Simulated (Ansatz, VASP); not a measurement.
# CaSe in VASP and in Ansatz

INCAR

```
PREC     = Accurate       # precision mode
ENCUT    = 600            # plane-wave cutoff, eV
EDIFF    = 1E-6           # SCF threshold, eV
ISMEAR   = 0              # smearing method
SIGMA    = 0.1            # smearing width, eV
LREAL    = False          # projectors in reciprocal space
LASPH    = True           # aspherical terms in the spheres
NELM     = 100            # most SCF steps
ALGO     = Normal         # electronic algorithm
ISIF     = 3              # what is computed and relaxed
LWAVE    = False          # write WAVECAR
LCHARG   = False          # write CHGCAR
GGA      = PE             # functional
IVDW     = 12             # dispersion correction
IBRION   = 2              # ionic algorithm
NSW      = 90             # ionic steps
EDIFFG   = -0.04          # ionic threshold
```

The input KPOINTS:

```
regular mesh
0
Gamma
  6 6 4
```

The input POSCAR:

```
CaSe
1.0
    2.1491672000     -3.7800000000      0.0000000000
    2.1491672000      3.7800000000      0.0000000000
    0.0000000000      0.0000000000      4.2983344000
Ca Se
1 1
Direct
    0.0000000000      0.0000000000      0.0000000000
    0.5000000000      0.5000000000      0.5000000000
```

Input for Ansatz:

```yaml
crystal:
  lattice:
    - [2.1491672, -3.78, 0.0]
    - [2.1491672, 3.78, 0.0]
    - [0.0, 0.0, 4.2983344]
  atoms:
    - { symbol: Ca, position: [0.0, 0.0, 0.0] }
    - { symbol: Se, position: [0.5, 0.5, 0.5] }
basis:
  ecutwfc: 420
kpoints:
  mp_grid: { grid: [6, 6, 4] }
hamiltonian:
  xc: pbe
  dispersion: d3bj
scf:
  occupations: { method: gaussian, width: 0.1 }
  lower_state_search: "off"
output:
  forces: true
  stress: true
  eigenvalues: true
relax:
  adjacent_minimum: "off"
  f_tol: 0.04
  max_steps: 70
  cell: { stress_tol: 0.4 }
```

Alike in both runs: task relaxation of cell and atoms; functional PBE; dispersion D3(BJ); k mesh 6 × 6 × 4; occupations gaussian, width 0.1 eV; no spin polarisation.

|  | VASP | Ansatz |
| --- | --- | --- |
| version | VASP 6.6.1 | Ansatz 0.2.0 |
| potentials or method | VASP PAW PBE potentials, release 64 (Ca_sv, Se) | scalar-relativistic, plane waves, PAW |
| plane-wave cutoff (eV) | 600 | 420 |
| valence electrons in the cell | 16 | 26 |

```csv
,VASP,Ansatz,Ansatz less VASP
"gap on the k mesh at the Fermi level, each at its own relaxed structure (eV)",0.77,0.74,-0.029
relaxed volume (Å³/atom),23.49,23.37,-0.117
relaxed cell length with the largest relative difference (Å),3.613,3.603,-0.0103
energy change over the relaxation (meV/atom),-263,-268,-4.5
```

The two sets of potentials don't hold the same shells in valence.

Caveats: the volume moved by over 15 % at a fixed basis, so the end points are rough (VASP). As with any semilocal functional, this PBE gap is likely too small. A k mesh can miss the band edges.
